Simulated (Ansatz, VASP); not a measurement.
# One calculation of Zr, two programs

```xyz
2
Lattice="3.1440 0.0000 0.0000 -1.5720 2.7228 0.0000 0.0000 0.0000 5.0895" Properties=species:S:1:pos:R:3 pbc="T T T"
Zr    0.0000    1.8152    1.2724
Zr    1.5720    0.9076    3.8171
```

Alike in both runs: task single point; functional LDA; k mesh 12 × 12 × 6; occupations fermi-dirac, width 0.3 eV; no spin polarisation.

|  | VASP | Ansatz |
| --- | --- | --- |
| version | VASP 6.6.1 | Ansatz 0.2.0 |
| potentials or method | VASP PAW LDA potentials, release 64 (Zr_sv) | plane waves (420 eV) with PAW, scalar-relativistic |
| plane-wave cutoff (eV) | 520 | 420 |
| valence electrons in the cell | 24 | 24 |

Ansatz gave:

| Quantity | Value |
| --- | --- |
| pressure (GPa) | 1.3 |
| largest component of the traceless stress (GPa) | 0.92 |

Task: Estimate VASP's values.

Result: Pressure (GPa): 1.4; largest component of the traceless stress (GPa): 0.94.

Ansatz warned: «pseudo_functional_mismatch».
